Before computed elastic data for germanium go into the design of a strained layer, someone has to choose the cell at which they are computed and decide whether the atoms may move inside it. The runs below keep the measured cell as their base and hold the atoms where they are put. They contain three faults, two that come from the PBE functional and one from the frozen atoms, and each leaves its own mark in the numbers.

Ansatz 0.2.0, all-electron LAPW, PBE, scalar-relativistic, no spin polarisation: Ge (Fd-3m, 2 atoms) in the measured cell (COD, 22.64 Å³/atom) and with single changes from it, nothing relaxed. Basis error target 0.25 meV/atom, 10 × 10 × 10 k points, Fermi-Dirac smearing 0.05 eV. Pressure and stress are positive in compression; the free atoms are spherical and unpolarised.

| change from the base run | pressure (GPa) | stress xx (GPa) | stress zz (GPa) | stress xy (GPa) | energy less free atoms (eV/atom) |
| --- | --- | --- | --- | --- | --- |
| base | 3.65 | 3.65 | 3.65 | 0.00 | -4.494 |
| volume scaled by 0.94 | 9.04 | 9.04 | 9.04 | 0.00 | -4.441 |
| volume scaled by 0.96 | 7.03 | 7.03 | 7.03 | 0.00 | -4.464 |
| volume scaled by 0.98 | 5.23 | 5.23 | 5.23 | 0.00 | -4.481 |
| volume scaled by 0.99 | 4.42 | 4.42 | 4.42 | 0.00 | -4.488 |
| volume scaled by 1.01 | 2.92 | 2.92 | 2.92 | 0.00 | -4.498 |
| volume scaled by 1.02 | 2.23 | 2.23 | 2.23 | 0.00 | -4.502 |
| volume scaled by 1.04 | 0.94 | 0.94 | 0.94 | 0.00 | -4.506 |
| volume scaled by 1.06 | -0.21 | -0.21 | -0.21 | 0.00 | -4.508 |
| atom 1 (Ge) moved by 0.03 angstrom | 3.69 | 3.70 | 3.67 | 0.99 | -4.491 |
| equal xx and yy strain of +1 % | 2.22 | 2.00 | 2.67 | 0.00 | -4.502 |
| equal xx and yy strain of +2 % | 0.91 | 0.48 | 1.77 | 0.00 | -4.505 |
| equal xx and yy strain of +3 % | -0.26 | -0.88 | 0.98 | 0.00 | -4.505 |
| equal xx and yy strain of -1 % | 5.22 | 5.47 | 4.73 | 0.00 | -4.481 |
| equal xx and yy strain of -2 % | 6.99 | 7.50 | 5.96 | 0.00 | -4.463 |
| equal xx and yy strain of -3 % | 8.94 | 9.73 | 7.34 | 0.00 | -4.439 |
| equal xy, yz and zx shear strains of +1 % | 3.68 | 3.68 | 3.68 | -0.84 | -4.492 |
| equal xy, yz and zx shear strains of +2 % | 3.79 | 3.79 | 3.79 | -1.65 | -4.487 |
| equal xy, yz and zx shear strains of +3 % | 3.96 | 3.96 | 3.96 | -2.42 | -4.478 |
| equal xy, yz and zx shear strains of +4 % | 4.20 | 4.20 | 4.20 | -3.16 | -4.466 |
| equal xy, yz and zx shear strains of -1 % | 3.69 | 3.69 | 3.69 | 0.87 | -4.492 |

The first mark is the pressure of the base run. Positive pressure means that the crystal pushes outward, and at the measured cell it does so with 3.65 GPa, although a real crystal on a bench is practically free of stress. The cell was not measured under compression: its cubic edge, 5.66 Å, is that of germanium at ambient pressure. The pressure vanishes only at about 1.056 times the measured volume, where the cell edge is 1.8 % longer. Heat and zero-point motion, both absent here, would expand the computed crystal further and widen the mismatch.

A faulty stress could produce the same mark, so the energies serve as a check. Their slope between volumes 0.96 and 1.04 gives a mean pressure of 3.7 GPa, and the stresses averaged over the same range give 3.8 GPa. The free atoms from which the energy is counted drop out of this slope. They do spoil the energy as a measure of binding: real germanium atoms lower their energy by unpaired spins, so the binding listed here is too strong.

The stress is therefore sound. The basis error of 0.25 meV/atom is also small beside the 14 meV/atom that the crystal gains by expanding to volume 1.06, which points to the functional. PBE adds to the local density approximation a term that favours electron densities with steep gradients. Pulling the atoms apart makes the density more uneven, so the term rewards longer bonds, and in germanium it rewards them too much. This is the accepted explanation; with one functional in the table, the numbers show the long bonds but do not test their cause.

The error carries over to the stiffness. The bulk modulus, the resistance to uniform compression, is 75 GPa at the measured cell but only about 60 GPa near PBE's own volume, because longer bonds are softer. The first value lies close to experiment, roughly 75 GPa, but it owes this to a cell that PBE itself would not choose.

The second mark is the gap, which the same runs give although the table does not list it. At the measured cell it is 0.04 eV, where experiment has roughly 0.7 eV. The long PBE bond is not to blame, since here the cell is the measured one, and even compression to volume 0.94 opens the gap to only 0.38 eV. In general so small a gap may come from the mesh of k points, and no run with another mesh is at hand to test this, but a finer mesh that keeps the present points should leave the gap as it is or narrow it, not widen it. The accepted reason is that PBE orbital energies are not the energies for removing and adding an electron, and their difference comes out too small. Spin-orbit coupling, left out here, would narrow the gap further.

How fast the gap closes depends on which level lies at its upper edge. At volume 0.99 this is a single level at the zone centre, 0.13 eV above a threefold one. The single level is an antibonding s state, which falls as the bonds lengthen, and near the measured cell the gap shrinks by 0.09 eV for each per cent of added volume. Between volumes 0.94 and 0.96 the rate is only 0.03 eV, a sign that another level forms the upper edge there, presumably the one at the L point of the zone boundary, which forms it in real germanium. Just beyond the measured cell the single level should drop below the threefold one. Counting electrons then cuts through the threefold level, which explains why the gap is exactly zero at volumes 1.01 to 1.06. The records of the runs hold no warning about any of these gaps, whether small, zero or negative, so a missing warning is no sign of a sound gap.

The third mark is the forces on the atoms in the shear rows, which the runs give but the table does not list. Each atom sits inside a tetrahedron of four neighbours. Shear stretches or shortens, depending on its sign, the bond along one diagonal of the cube and changes the other three differently, so the atom is no longer at its best place. Under the equal xx and yy strains symmetry holds it there and the forces vanish, so the atoms in those rows need no relaxation. The height of the cell is another matter: it is held fixed here, while a layer grown on a cube face is free to change it.

The row with the moved atom shows how much stiffness the freezing adds:

- At 1 % shear each force component is about 0.093 eV/Å. The moved atom is pulled back with 11.4 eV/Å per ångström, so a shift of 0.093 / 11.4 ≈ 0.0082 Å along each axis removes the force.
- Moving the atom by 0.03 Å along z creates a shear stress xy of 0.99 GPa, so the z part of this shift relieves 0.99 × 0.0082 / 0.03 ≈ 0.27 GPa of the stress xy.
- The frozen crystal resists with 0.855 GPa, the mean size for the two directions of shear. About 0.59 GPa remains, a shear stiffness of 59 GPa instead of 86 GPa.

The frozen value is thus nearly half as large again as the relaxed one. The estimate assumes small, linear responses, and no relaxed run is at hand to confirm it. Its ingredients do agree with each other: the force caused by shear and the shear stress caused by a shift express the same coupling, and the two routes to it, printed in the output below, differ by less than 1 %. Wherever a strain leaves forces on the atoms of a stable crystal, letting them move lowers the stiffness against that strain, whichever functional is used.

Printed output of the fit:

```
volume of zero pressure relative to the measured cell: 1.056
excess of the cell edge at zero pressure in percent: 1.844
mean pressure from energies at volumes 0.96 and 1.04 in GPa: 3.716
mean pressure from stresses over the same range in GPa: 3.762
energy gained from the measured cell to volume 1.06 in meV per atom: 14
bulk modulus at the measured cell in GPa: 75
bulk modulus near zero pressure in GPa: 60.38
gap at the measured cell in eV: 0.03718
gap at volume 0.94 in eV: 0.3804
singlet above triplet at the zone centre at volume 0.99 in eV: 0.1294
gap lost per 1 percent of volume from 0.98 to 1.00 in eV: 0.09301
gap lost per 1 percent of volume from 0.94 to 0.96 in eV: 0.03407
number of rows with zero or negative gap: 7
number of rows with a gap below the smearing of 0.05 eV: 10
shear stiffness with frozen atoms in GPa: 85.5
force component per unit shear strain in eV per angstrom: 9.288
cell volume times shear stress per displacement in eV per angstrom: 9.325
force constant of the moved atom in eV per square angstrom: 11.38
displacement component that removes the force at 1 percent shear in angstrom: 0.008163
estimated shear stiffness with relaxed atoms in GPa: 58.56
excess of the frozen over the relaxed stiffness in percent: 46
stiffness against the biaxial change of shape in GPa: 70.5
```
